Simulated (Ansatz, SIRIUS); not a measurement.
Given: the input of a run of SIRIUS 7.12.0 on Sb. The given cell was strained at random by a few per cent at fixed volume. This isn't the form of Sb at room conditions, which is rhombohedral.

File sirius.json:

```json
{
  "control": {
    "processing_unit": "cpu",
    "verbosity": 2,
    "num_bands_to_print": 14,
    "print_forces": true,
    "print_stress": true
  },
  "parameters": {
    "electronic_structure_method": "pseudopotential",
    "xc_functionals": ["XC_GGA_X_PBE_SOL", "XC_GGA_C_PBE_SOL"],
    "gk_cutoff": 9.0,
    "pw_cutoff": 18.0,
    "ngridk": [8, 8, 8],
    "shiftk": [0, 0, 0],
    "smearing": "fermi_dirac",
    "smearing_width": 0.0018374661,
    "num_bands": 14,
    "num_mag_dims": 0,
    "num_dft_iter": 100,
    "energy_tol": 1e-08,
    "density_tol": 1e-06
  },
  "iterative_solver": {
    "type": "davidson",
    "min_tolerance": 1e-10
  },
  "mixer": {
    "type": "anderson",
    "beta": 0.7,
    "max_history": 8
  },
  "settings": {
    "tol_ne": 1e-10,
    "pseudo_grid_cutoff": 6.5
  },
  "unit_cell": {
    "lattice_vectors": [
      [6.015122976608, -0.017304222123, -0.149792920721],
      [-0.017304222123, 5.928463915985, -0.10683377673],
      [-0.149792920721, -0.10683377673, 5.977052554101]
    ],
    "atom_coordinate_units": "lattice",
    "atom_types": ["Sb"],
    "atom_files": {
      "Sb": "Sb.json"
    },
    "atoms": {
      "Sb": [
        [0.003503, 0.003065, -0.021741]
      ]
    }
  }
}
```

Potentials or basis: PseudoDojo 0.4.1 PBEsol standard (scalar relativistic).

The run is started by

```sh
$ upf_to_json Sb.upf
$ OMP_NUM_THREADS=1 sirius.scf --input=sirius.json --output=out.json --task=0
```

What does the same run look like in Ansatz 0.2.0? Potentials or basis there: Ansatz PAW, cutoff 420 eV.

As run (cutoffs and basis follow the program's own potentials, and thresholds, step limits or extra output files can differ):

Contents of input.yaml:

```yaml
crystal:
  lattice:
    - [3.183066, -0.009157, -0.079267]
    - [-0.009157, 3.137208, -0.056534]
    - [-0.079267, -0.056534, 3.16292]
  atoms:
    - { symbol: Sb, position: [0.003503, 0.003065, -0.021741] }
hamiltonian:
  xc: pbesol
  pseudopotentials: { kind: paw }
kpoints:
  mp_grid: { grid: [8, 8, 8] }
scf:
  occupations: { method: fermi_dirac, width: 0.05 }
output:
  forces: true
  stress: true
  eigenvalues: true
```

Potentials or basis: Ansatz PAW.

Command:

```console
$ ansatz run input.yaml --threads 1 --pin off --max-ram 3584MiB --backend cpu --events-out ev --progress --plain --runs-dir out
```

Both were run:

|  | SIRIUS | Ansatz |
| --- | --- | --- |
| Pressure | -4.8 GPa | -4.7 GPa |
| Energy over the undisturbed cell | 1.3 meV/atom | 1.3 meV/atom |

Ansatz's pressure holds a Pulay term of +0.03 GPa for its cutoff of 420 eV, which the other run lacks.

Ansatz's potentials were made for PBE.

Where Ansatz's input types no cutoff or centring, it takes its own default and a Γ-centred mesh.

Pressure is positive in compression.
